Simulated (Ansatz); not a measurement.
# TiAl3: tests of the settings

One table from this session's results is given with a row withheld; the runs are named, their logs left out.

Program: Ansatz 0.2.0. Level of theory: DFT PBE, scalar-relativistic, plane waves, PAW for the base; runs at other levels say so in their headings and inputs. These are calculated values, not measurements.

1 further run of the same task is left out (set aside as unsound or not needed).

### The structure to begin with

It takes space group Pmm2 (No. 25, orthorhombic). The conventional cell has a = 2.840 Å, b = 4.681 Å, c = 4.901 Å, α = 90.00°, β = 90.00°, γ = 90.00°. Around Ti (site symmetry mm2) lie 10 Al at 2.83 to 2.85 Å and 2 Ti at 2.84 Å. Around Al (site symmetry mm2) lie 4 Ti at 2.83 to 2.84 Å and 8 Al at 2.84 to 2.86 Å. Around Al (site symmetry mm2) lie 8 Al at 2.81 to 2.86 Å and 4 Ti at 2.85 Å. Al (site symmetry mm2) has 10 Al at 2.81 to 2.86 Å and 2 Ti at 2.85 Å as nearest neighbours.

Coordinates:

```
CELL_PARAMETERS angstrom
2.83968 0.00000 0.00000
0.00000 4.68126 0.00000
0.00000 0.00000 4.90074
ATOMIC_POSITIONS crystal
Ti 0.00000 0.50000 0.16592
Al 0.50000 0.50000 0.66727
Al 0.50000 0.00000 0.33091
Al 0.00000 0.00000 0.83590
```

Source of the structure: the Materials Project (structure only). It is taken as it stands there.

### The base run, which the others are set against

File input.yaml:

```yaml
crystal:
  lattice:
    - [2.839677, 0.0, 0.0]
    - [0.0, 4.681264, 0.0]
    - [0.0, 0.0, 4.900742]
  atoms:
    - { symbol: Ti, position: [0.0, 0.5, 0.165916] }
    - { symbol: Al, position: [0.5, 0.5, 0.667271] }
    - { symbol: Al, position: [0.5, 0.0, 0.330912] }
    - { symbol: Al, position: [0.0, 0.0, 0.8359] }
basis:
  ecutwfc: 420
kpoints:
  mp_grid: { grid: [14, 10, 10] }
hamiltonian:
  xc: pbe
scf:
  occupations: { method: gaussian, width: 0.1 }
output:
  forces: true
  stress: true
  eigenvalues: true
  populations: true
```

It was run beforehand and gave: -1028.2836 eV/atom at zero smearing, pressure -0.05 GPa, largest force 0.045 eV/Å, no gap on the mesh, in 6 SCF cycles and 42 s.

The first run:

File input.yaml:

```yaml
crystal:
  lattice:
    - [2.839677, 0.0, 0.0]
    - [0.0, 4.681264, 0.0]
    - [0.0, 0.0, 4.900742]
  atoms:
    - { symbol: Ti, position: [0.0, 0.5, 0.165916] }
    - { symbol: Al, position: [0.5, 0.5, 0.667271] }
    - { symbol: Al, position: [0.5, 0.0, 0.330912] }
    - { symbol: Al, position: [0.0, 0.0, 0.8359] }
basis:
  ecutwfc: 420
kpoints:
  mp_grid: { grid: [14, 10, 10] }
hamiltonian:
  xc: lda
scf:
  occupations: { method: gaussian, width: 0.1 }
output:
  forces: true
  stress: true
  eigenvalues: true
```

On the command line:

```sh
> ansatz run input.yaml --threads 1 --pin off --max-ram 2560MiB --backend cpu --events-out ev --progress --plain --runs-dir out
```

Steps of the session up to this table: Functional: LDA; Functional: PBEsol; Functional set to r2SCAN; Functional: HSE06.

One table of the session follows, with a row left open; its other results are not shown here.

```
functional  pressure (GPa)  largest force (eV/Å)
       PBE             0.0                 0.045
       LDA               ?                     ?
    PBEsol            -2.4                 0.048
    r2SCAN            -2.2                 0.040
     HSE06            -1.5                 0.116
```

**Question.** Estimate the row for LDA.

**Answer.** pressure (GPa): -5.1; largest force (eV/Å): 0.088. In the column «pressure (GPa)» it is the lowest.

To keep in mind: Warnings in the runs' records: stress exchange threshold loose, stress scf threshold loose, filled band counts differ across k points.
